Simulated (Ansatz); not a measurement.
# Relativistic treatment of MnSb

```xyz
2
Lattice="0.0000 2.7858 2.7858 2.7858 0.0000 2.7858 2.7858 2.7858 0.0000" Properties=species:S:1:pos:R:3 pbc="T T T"
Mn    0.0000    0.0000    0.0000
Sb    2.7858    2.7858    2.7858
```

Atom numbers follow the list: Mn1, Sb2.

The structure comes from a relaxation in the same program, started in the rocksalt type, and has space group Fm-3m. Whether it is a known phase or the ground state wasn't checked.

Other magnetic orders may lie lower; this is the state that the run reached.

One fixed cell is solved with PBE by LAPW (all electrons) in Ansatz 0.2.0 under different relativistic treatments. Pressure is positive in compression.

Sampling and basis: a Γ-centred 11×11×11 k mesh, Fermi–Dirac smearing of 0.03 eV, basis error target 1 meV/atom, spin-polarised from start moments Mn1 4 μB.

| setting | P (GPa) | lowest level at Γ above −25 eV, from the valence-band top or, without a gap, the Fermi level (eV) |
| --- | --- | --- |
| scalar-relativistic | 0.06 | -11.63 |
| non-relativistic | 0.48 | -11.04 |
| with spin–orbit coupling | 0.08 | -11.62 |
